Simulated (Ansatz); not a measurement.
# Symmetry broken, then relaxed in SnO₂

The calculation used Ansatz 0.2.0, DFT r2SCAN, scalar-relativistic, plane waves, PAW. Cutoff 500 eV, Γ-centred 4×4×4 k-points, Gaussian smearing of 0.05 eV. No spin polarisation. Energies are free energies at this smearing, counted from the undisturbed cell; pressure is positive in compression.

Reference structure (relaxed at this level; this form isn't the usual structure):

```
Sn O
1.0
     0.00000    4.46266    4.46266
     4.46266    0.00000    4.46266
     4.46266    4.46266    0.00000
Sn O
4 8
Direct
  0.12500 0.12500 0.62500
  0.62500 0.12500 0.12500
  0.12500 0.62500 0.12500
  0.12500 0.12500 0.12500
  0.89140 0.89140 0.89140
  0.89140 0.32581 0.89140
  0.89140 0.89140 0.32581
  0.32581 0.89140 0.89140
  0.92419 0.35860 0.35860
  0.35860 0.35860 0.92419
  0.35860 0.92419 0.35860
  0.35860 0.35860 0.35860
```

The atoms are displaced (Å, in the unstrained cell):

```csv
atom,ux,uy,uz
Sn1,-0.018,-0.018,-0.081
Sn2,-0.041,-0.064,0.020
Sn3,-0.008,0.003,-0.032
Sn4,0.056,-0.032,0.064
O5,0.017,0.019,-0.016
O6,0.022,-0.009,-0.003
O7,0.075,0.025,0.101
O8,0.037,-0.064,0.017
O9,-0.016,0.036,-0.023
O10,-0.061,0.110,-0.014
O11,0.039,-0.039,-0.029
O12,-0.101,0.034,-0.004
```

The cell is strained by (-0.0678, -0.1545, 0.1095, -0.1108, -0.1084, -0.0856) (xx, yy, zz, yz, xz, xy; engineering shear). Cell and atoms are then relaxed.

Task: Does the relaxation return to the undisturbed structure?

Result: Yes (up to a choice of domain or origin): same space group and volume, and an energy 0.0 meV/atom from it. The disturbance itself cost 1056.8 meV/atom. The final space group reads Fd-3m (tolerance 0.05 Å) and the volume changes by 0.03 %.

Final structure:

```
CELL_PARAMETERS angstrom
-0.00001 4.46306 4.46304
4.46305 -0.00002 4.46305
4.46304 4.46306 -0.00001
ATOMIC_POSITIONS crystal
Sn 0.12501 0.12501 0.62500
Sn 0.62500 0.12500 0.12499
Sn 0.12500 0.62500 0.12499
Sn 0.12499 0.12499 0.12502
O 0.89141 0.89141 0.89140
O 0.89141 0.32578 0.89141
O 0.89140 0.89140 0.32578
O 0.32578 0.89141 0.89141
O 0.92422 0.35859 0.35860
O 0.35859 0.35858 0.92422
O 0.35859 0.92423 0.35860
O 0.35860 0.35860 0.35858
```

The relaxation, step by step (energy from the first step; small jumps at an unchanged geometry come where the plane waves are selected anew for the new cell):

```tsv
step	ΔE (meV/atom)	largest force component (eV/Å)	pressure (GPa)
1	0.0	17.995	62.99
2	-685.7	5.156	21.82
3	-892.7	2.294	8.14
4	-996.5	0.780	2.30
5	-1040.4	0.276	0.96
6	-1045.5	0.026	-0.18
7	-1045.6	0.002	-0.02
8	-1055.5	0.014	0.82
9	-1056.8	0.004	0.14
10	-1056.8	0.017	0.03
11	-1056.8	0.000	0.00
12	-1056.8	0.000	-0.01
```

Cost: 3 runs of about 30 core-minutes in all, on Intel Xeon Processor @ 2.50GHz (Skylake/Cascade Lake) (shared hosts).